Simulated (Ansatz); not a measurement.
# 64-atom supercell of zincblende AlN

Aim: the perfect cell at several levels of theory (PBEsol, HSE06 and r²SCAN), as the reference that defects and stacks are counted from.

Method: density functional theory in Ansatz 0.2.0, PAW datasets, plane waves.

### Step 1. The system as built

64 atoms (32 Al, 32 N); a = 8.755 Å, b = 8.755 Å, c = 8.755 Å, α = 90.00°, β = 90.00°, γ = 90.00°.

Plan of the steps: (2) PBEsol single point at the single k point (¼, ¼, ¼), on 7 threads; (3) HSE06 single point at the single k point (¼, ¼, ¼), on 7 threads; (4) r²SCAN single point at the single k point (¼, ¼, ¼), on 7 threads.

### Step 2. PBEsol single point

Input file in.yaml:

```yaml
crystal:
  lattice:
    - [8.755444, 0.000000, 0.000000]
    - [0.000000, 8.755444, 0.000000]
    - [0.000000, 0.000000, 8.755444]
  atoms:
    - { symbol: Al, position: [0.000000, 0.000000, 0.000000] }
    - { symbol: Al, position: [0.000000, 0.000000, 0.500000] }
    - { symbol: Al, position: [0.000000, 0.500000, 0.000000] }
    - { symbol: Al, position: [0.000000, 0.500000, 0.500000] }
    - { symbol: Al, position: [0.500000, 0.000000, 0.000000] }
    - { symbol: Al, position: [0.500000, 0.000000, 0.500000] }
    - { symbol: Al, position: [0.500000, 0.500000, 0.000000] }
    - { symbol: Al, position: [0.500000, 0.500000, 0.500000] }
    - { symbol: Al, position: [0.250000, 0.250000, 0.000000] }
    - { symbol: Al, position: [0.250000, 0.250000, 0.500000] }
    - { symbol: Al, position: [0.250000, 0.750000, 0.000000] }
    - { symbol: Al, position: [0.250000, 0.750000, 0.500000] }
    - { symbol: Al, position: [0.750000, 0.250000, 0.000000] }
    - { symbol: Al, position: [0.750000, 0.250000, 0.500000] }
    - { symbol: Al, position: [0.750000, 0.750000, 0.000000] }
    - { symbol: Al, position: [0.750000, 0.750000, 0.500000] }
    - { symbol: Al, position: [0.250000, 0.000000, 0.250000] }
    - { symbol: Al, position: [0.250000, 0.000000, 0.750000] }
    - { symbol: Al, position: [0.250000, 0.500000, 0.250000] }
    - { symbol: Al, position: [0.250000, 0.500000, 0.750000] }
    - { symbol: Al, position: [0.750000, 0.000000, 0.250000] }
    - { symbol: Al, position: [0.750000, 0.000000, 0.750000] }
    - { symbol: Al, position: [0.750000, 0.500000, 0.250000] }
    - { symbol: Al, position: [0.750000, 0.500000, 0.750000] }
    - { symbol: Al, position: [0.000000, 0.250000, 0.250000] }
    - { symbol: Al, position: [0.000000, 0.250000, 0.750000] }
    - { symbol: Al, position: [0.000000, 0.750000, 0.250000] }
    - { symbol: Al, position: [0.000000, 0.750000, 0.750000] }
    - { symbol: Al, position: [0.500000, 0.250000, 0.250000] }
    - { symbol: Al, position: [0.500000, 0.250000, 0.750000] }
    - { symbol: Al, position: [0.500000, 0.750000, 0.250000] }
    - { symbol: Al, position: [0.500000, 0.750000, 0.750000] }
    - { symbol: N, position: [0.125000, 0.125000, 0.125000] }
    - { symbol: N, position: [0.125000, 0.125000, 0.625000] }
    - { symbol: N, position: [0.125000, 0.625000, 0.125000] }
    - { symbol: N, position: [0.125000, 0.625000, 0.625000] }
    - { symbol: N, position: [0.625000, 0.125000, 0.125000] }
    - { symbol: N, position: [0.625000, 0.125000, 0.625000] }
    - { symbol: N, position: [0.625000, 0.625000, 0.125000] }
    - { symbol: N, position: [0.625000, 0.625000, 0.625000] }
    - { symbol: N, position: [0.375000, 0.375000, 0.125000] }
    - { symbol: N, position: [0.375000, 0.375000, 0.625000] }
    - { symbol: N, position: [0.375000, 0.875000, 0.125000] }
    - { symbol: N, position: [0.375000, 0.875000, 0.625000] }
    - { symbol: N, position: [0.875000, 0.375000, 0.125000] }
    - { symbol: N, position: [0.875000, 0.375000, 0.625000] }
    - { symbol: N, position: [0.875000, 0.875000, 0.125000] }
    - { symbol: N, position: [0.875000, 0.875000, 0.625000] }
    - { symbol: N, position: [0.375000, 0.125000, 0.375000] }
    - { symbol: N, position: [0.375000, 0.125000, 0.875000] }
    - { symbol: N, position: [0.375000, 0.625000, 0.375000] }
    - { symbol: N, position: [0.375000, 0.625000, 0.875000] }
    - { symbol: N, position: [0.875000, 0.125000, 0.375000] }
    - { symbol: N, position: [0.875000, 0.125000, 0.875000] }
    - { symbol: N, position: [0.875000, 0.625000, 0.375000] }
    - { symbol: N, position: [0.875000, 0.625000, 0.875000] }
    - { symbol: N, position: [0.125000, 0.375000, 0.375000] }
    - { symbol: N, position: [0.125000, 0.375000, 0.875000] }
    - { symbol: N, position: [0.125000, 0.875000, 0.375000] }
    - { symbol: N, position: [0.125000, 0.875000, 0.875000] }
    - { symbol: N, position: [0.625000, 0.375000, 0.375000] }
    - { symbol: N, position: [0.625000, 0.375000, 0.875000] }
    - { symbol: N, position: [0.625000, 0.875000, 0.375000] }
    - { symbol: N, position: [0.625000, 0.875000, 0.875000] }
  symmetry: { detect: false }
kpoints:
  mp_grid: { grid: [1, 1, 1], shift: [0.25, 0.25, 0.25] }
hamiltonian:
  xc: pbesol
scf:
  occupations: { method: fermi_dirac, width: 0.01 }
output:
  forces: true
  eigenvalues: true
  stress: true
  populations: true
  eigenstates: { kpoints: [[0.25, 0.25, 0.25]], e_range: [-6.0, 6.0], localisation: true }
```

### Step 3. HSE06 single point

Changes to in.yaml since step 2:

```diff
@@ -74,3 +74,3 @@
 hamiltonian:
-  xc: pbesol
+  xc: hse06
 scf:
@@ -80,3 +80,2 @@
   eigenvalues: true
-  stress: true
   populations: true
```

### Step 4. Single point with r²SCAN

Changes to in.yaml since step 3:

```diff
@@ -74,3 +74,3 @@
 hamiltonian:
-  xc: hse06
+  xc: r2scan
 scf:
```

Q: Predict the outcome of this session. Wanted: for each run, top filled to lowest empty; energy; pressure.

As calculated:

```
 level                     time  top filled to lowest empty (eV)  energy (eV/atom)  pressure (GPa)
PBEsol     13 s (7 CPU threads)                             4.12         -452.9569           -0.01
 HSE06  1.8 min (7 CPU threads)                             5.52         -462.3299               -
r²SCAN     18 s (7 CPU threads)                             4.87         -464.2184               -
```

At the same k points, PBEsol gives a spacing 1.40 eV smaller and r²SCAN gives a spacing 0.65 eV smaller than the 5.52 eV of HSE06. The HSE06 single point took about 8.7 times as long as the PBEsol one on the same kind of device. With one k point the spacing samples only the states that fold onto it, so it can exceed the gap over the zone.
